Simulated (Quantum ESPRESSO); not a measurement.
A run of Quantum ESPRESSO 7.5:

The input pw.in:

```
&CONTROL
  calculation = 'scf'
  prefix = 'pwscf'
  outdir = './tmp'
  pseudo_dir = './pseudo'
  tprnfor = .true.
  tstress = .true.
  disk_io = 'low'
/
&SYSTEM
  ibrav = 0
  A = 3.85408551
  nat = 2
  ntyp = 2
  ecutwfc = 80
  nbnd = 15
  occupations = 'smearing'
  smearing = 'fd'
  degauss = 0.00367493
/
&ELECTRONS
  conv_thr = 4d-10
  electron_maxstep = 120
  mixing_beta = 0.5
/
ATOMIC_SPECIES
Ga    69.7230 Ga.upf
P     30.9738 P.upf
CELL_PARAMETERS alat
   0.0000000000    0.7071067813    0.7071067813
   0.7071067813    0.0000000000    0.7071067813
   0.7071067813    0.7071067813    0.0000000000
ATOMIC_POSITIONS alat
Ga     0.0000000000    0.0000000000    0.0000000000
P      1.0606601720    1.0606601720    1.0606601720
K_POINTS automatic
5 5 5 0 0 0
```

Contents of scf2.in:

```
&CONTROL
  calculation = 'scf'
  prefix = 'pwscf'
  outdir = './tmp'
  pseudo_dir = './pseudo'
  tprnfor = .true.
  tstress = .true.
  disk_io = 'low'
/
&SYSTEM
  ibrav = 0
  A = 3.85408551
  nat = 2
  ntyp = 2
  ecutwfc = 80
  nbnd = 15
  occupations = 'fixed'
/
&ELECTRONS
  conv_thr = 1d-11
  electron_maxstep = 120
  mixing_beta = 0.5
  startingpot = 'file'
  startingwfc = 'file'
/
ATOMIC_SPECIES
Ga    69.7230 Ga.upf
P     30.9738 P.upf
CELL_PARAMETERS alat
   0.0000000000    0.7071067813    0.7071067813
   0.7071067813    0.0000000000    0.7071067813
   0.7071067813    0.7071067813    0.0000000000
ATOMIC_POSITIONS alat
Ga     0.0000000000    0.0000000000    0.0000000000
P      1.0606601720    1.0606601720    1.0606601720
K_POINTS automatic
5 5 5 0 0 0
```

berry1.in

```
&CONTROL
  calculation = 'nscf'
  prefix = 'pwscf'
  outdir = './tmp'
  pseudo_dir = './pseudo'
  disk_io = 'low'
  lberry = .true.
  gdir = 1
  nppstr = 10
/
&SYSTEM
  ibrav = 0
  A = 3.85408551
  nat = 2
  ntyp = 2
  ecutwfc = 80
  occupations = 'fixed'
/
&ELECTRONS
  conv_thr = 1d-10
  electron_maxstep = 120
  mixing_beta = 0.5
/
ATOMIC_SPECIES
Ga    69.7230 Ga.upf
P     30.9738 P.upf
CELL_PARAMETERS alat
   0.0000000000    0.7071067813    0.7071067813
   0.7071067813    0.0000000000    0.7071067813
   0.7071067813    0.7071067813    0.0000000000
ATOMIC_POSITIONS alat
Ga     0.0000000000    0.0000000000    0.0000000000
P      1.0606601720    1.0606601720    1.0606601720
K_POINTS automatic
10 5 5 0 0 0
```

Contents of berry2.in:

```
&CONTROL
  calculation = 'nscf'
  prefix = 'pwscf'
  outdir = './tmp'
  pseudo_dir = './pseudo'
  disk_io = 'low'
  lberry = .true.
  gdir = 2
  nppstr = 10
/
&SYSTEM
  ibrav = 0
  A = 3.85408551
  nat = 2
  ntyp = 2
  ecutwfc = 80
  occupations = 'fixed'
/
&ELECTRONS
  conv_thr = 1d-10
  electron_maxstep = 120
  mixing_beta = 0.5
/
ATOMIC_SPECIES
Ga    69.7230 Ga.upf
P     30.9738 P.upf
CELL_PARAMETERS alat
   0.0000000000    0.7071067813    0.7071067813
   0.7071067813    0.0000000000    0.7071067813
   0.7071067813    0.7071067813    0.0000000000
ATOMIC_POSITIONS alat
Ga     0.0000000000    0.0000000000    0.0000000000
P      1.0606601720    1.0606601720    1.0606601720
K_POINTS automatic
5 10 5 0 0 0
```

The input berry3.in:

```
&CONTROL
  calculation = 'nscf'
  prefix = 'pwscf'
  outdir = './tmp'
  pseudo_dir = './pseudo'
  disk_io = 'low'
  lberry = .true.
  gdir = 3
  nppstr = 10
/
&SYSTEM
  ibrav = 0
  A = 3.85408551
  nat = 2
  ntyp = 2
  ecutwfc = 80
  occupations = 'fixed'
/
&ELECTRONS
  conv_thr = 1d-10
  electron_maxstep = 120
  mixing_beta = 0.5
/
ATOMIC_SPECIES
Ga    69.7230 Ga.upf
P     30.9738 P.upf
CELL_PARAMETERS alat
   0.0000000000    0.7071067813    0.7071067813
   0.7071067813    0.0000000000    0.7071067813
   0.7071067813    0.7071067813    0.0000000000
ATOMIC_POSITIONS alat
Ga     0.0000000000    0.0000000000    0.0000000000
P      1.0606601720    1.0606601720    1.0606601720
K_POINTS automatic
5 5 10 0 0 0
```

Potentials or basis: PseudoDojo 0.4.1 SR LDA standard.

Command:

```console
$ OMP_NUM_THREADS=1 pw.x -in pw.in > pw.out
$ OMP_NUM_THREADS=1 pw.x -in scf2.in > scf2.out
$ OMP_NUM_THREADS=1 pw.x -in berry1.in > berry1.out
$ OMP_NUM_THREADS=1 pw.x -in berry2.in > berry2.out
$ OMP_NUM_THREADS=1 pw.x -in berry3.in > berry3.out
```

Hardware: 1 thread of Arm Neoverse V1, with other jobs on the host.

Problem. How long does it take, and how much memory?

Solution. It took 2.3 min on 1 thread of Arm Neoverse V1 (shared host), peak memory 0.07 GiB. Counts: scf iterations 11, k pools 1, bands 15, k points 10, g dense 26469.
